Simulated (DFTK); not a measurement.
Ca, 1 atom in the cell. Symmetry: Fm-3m, No. 225, cubic system. The conventional cell has a = 5.588 Å, b = 5.588 Å, c = 5.588 Å, α = 90.00°, β = 90.00°, γ = 90.00°. Ca (site symmetry m-3m) is surrounded by 12 Ca at 3.95 Å. 

- Program: DFTK 0.8.2
- Task: equation of state
- Functional: BLYP
- Potentials or basis: SPMS 1.0 (PBE)
- Cutoff: 816 eV
- k mesh: 6 × 6 × 6
- Occupations: fermi-dirac, width 0.05 eV
- Spin: no spin polarisation
- Valence electrons: Ca 10
- Volume scales: [0.94, 0.96, 0.98, 1.0, 1.02, 1.04, 1.06]
- SCF tolerance on the density: 1e-06

Potentials or basis: SPMS 1.0 (PBE).

The run is started by

```bash
$ julia --threads=1 run.jl  # save.jl only writes the numbers to a file and isn't shown; printed stress counts tension as positive; times include loading and compiling
```

Hardware: 1 thread of Intel(R) Xeon(R) Platinum 8488C (Sapphire Rapids), with other jobs on the host.

Q: How long does it take, and how much memory?

A: Run time: 4.4 min on 1 thread of Intel(R) Xeon(R) Platinum 8488C (Sapphire Rapids), with other jobs on the host, peak memory 1.4 GiB. Counts: scf iterations 77, bands 10.
